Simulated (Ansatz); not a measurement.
The system is InP.

```
CELL_PARAMETERS angstrom
0.00000 2.93050 2.93050
2.93050 0.00000 2.93050
2.93050 2.93050 0.00000
ATOMIC_POSITIONS crystal
In 0.00000 0.00000 0.00000
P 0.75000 0.75000 0.75000
```

- Program: Ansatz 0.2.0
- Task: single point
- Functional: PBE
- Potentials or basis: Ansatz PAW
- Cutoff: 420 eV (not typed: the program's choice for these potentials)
- k mesh: 8 × 8 × 8
- Occupations: fermi-dirac, width 0.05 eV
- Spin: no spin polarisation

On this cell: pressure 3.3 GPa; largest force zero by symmetry; band gap on the k mesh 0.72 eV, direct.

The same run follows on a disturbed copy (atoms moved at random, drawn with an rms of 0.05 Å):

```
In P
1.0
     0.00000    2.93050    2.93050
     2.93050    0.00000    2.93050
     2.93050    2.93050    0.00000
In P
1 1
Direct
  0.00765 0.99169 0.98809
  0.75547 0.74587 0.76518
```

**Question.** What does the disturbed cell give?

**Answer.** The energy moves by +29.0 meV/atom; pressure 3.7 GPa; largest force 1.017 eV/Å; band gap on the k mesh 0.54 eV, direct.

Forces on the atoms (eV/Å):
```
In   0.771  0.625  0.222
P   -0.771 -0.625 -0.222
```

Stress tensor (GPa, compression positive):
```
3.54 0.64 2.11
0.64 3.66 2.62
2.11 2.62 3.87
```

Caveats: spin-orbit coupling is left out, which moves the levels of the heavy elements.

